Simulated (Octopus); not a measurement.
**MgS (Niningerite) in Octopus: the effect of functional**

MgS (Niningerite):

```
CELL_PARAMETERS angstrom
0.00000 2.60165 2.60165
2.60165 0.00000 2.60165
2.60165 2.60165 0.00000
ATOMIC_POSITIONS crystal
S 0.50000 0.50000 0.50000
Mg 0.00000 0.00000 0.00000
```

Alike in all runs:

* Program: Octopus 16.4
* Task: single point
* Potentials or basis: pseudodojo_pbe (PseudoDojo 0.5, PBE)
* Grid spacing: 0.131 Å
* k mesh: 9 × 9 × 9
* Occupations: fermi-dirac, width 0.05 eV
* Spin: no spin polarisation

Q: One run gave: gap on the mesh 2.81 eV. Which functional did it use?
A. RPBE
B. PBE
C. LDA
D. PBEsol
E. BLYP

A: D.

```csv
functional,gap on the mesh (eV)
PBE,2.91
LDA,2.61
PBEsol,2.81
RPBE,3.09
revPBE,3.07
BLYP,2.94
```

Caveats: an odd mesh through Γ misses points on the zone boundary, where band edges often lie.
